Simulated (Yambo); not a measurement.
AlN in Yambo: convergence with bands in self energy

AlN:

```xyz
4
Lattice="3.1540 0.0000 0.0000 -1.5770 2.7314 0.0000 0.0000 0.0000 5.0465" Properties=species:S:1:pos:R:3 pbc="T T T"
Al    1.5770    0.9105    2.5233
Al    0.0000    1.8209    0.0000
N     1.5770    0.9105    4.4410
N     0.0000    1.8209    1.9177
```

The cell isn't the ideal one: cell stretched.

```yaml
Program: Yambo 5.3.0
Task: G0W0 quasiparticle levels
Functional: PBE
Potentials_or_basis: PseudoDojo 0.4.1 SR PBE standard
Cutoff: 1143 eV
Density_cutoff: 4572 eV
k_mesh: 5 × 5 × 3
Occupations: fixed
Spin: no spin polarisation
Random_integration_of_the_Coulomb_term: yes
Direction_of_the_field_or_of_q_to_0: x + y + z
Broadening: 0.1 eV
States_corrected: Γ and the k points of the band edges
Frequency_dependence_of_W: plasmon pole
Terminator_of_the_band_sum_in_the_self-energy: none
Quasiparticle_equation: linearised (Newton)
Imaginary_frequency_of_the_plasmon-pole_fit: 27.2114 eV
Bands_in_the_response: 108
Bands_in_the_self-energy: 13
Cutoff_of_the_response_matrix: 12 Ry
Cutoff_of_exchange_and_Vxc: 84 Ry
Bands_corrected_first_last: "[8, 9]"
```

These are the settings of the first run; the series varies bands in self energy, with any setting tied to it.

| bands in self energy | quasiparticle gap at the points computed (eV) |
| --- | --- |
| 13 | 4.994 |
| 18 | 4.906 |
| 28 | 4.907 |
| 48 | 5.037 |
| 108 | 5.171 |

Not settled before the last step: the quasiparticle gap at the points computed (to 0.05 eV). The tightest run that finished is the yardstick and may itself not be fully converged.

Caveat, for the tightest run too: the k mesh is coarse (spacing up to 0.46 Å⁻¹), so the values aren't converged; mesh, valence shells or block size may be too small for converged GW; the basis isn't converged for GW; a mesh with odd counts misses the zone's faces, so its gaps can be larger than the crystal's; this version prints the column dSc/dw multiplied by 27.2; an odd mesh through Γ misses points on the zone boundary, where band edges often lie.
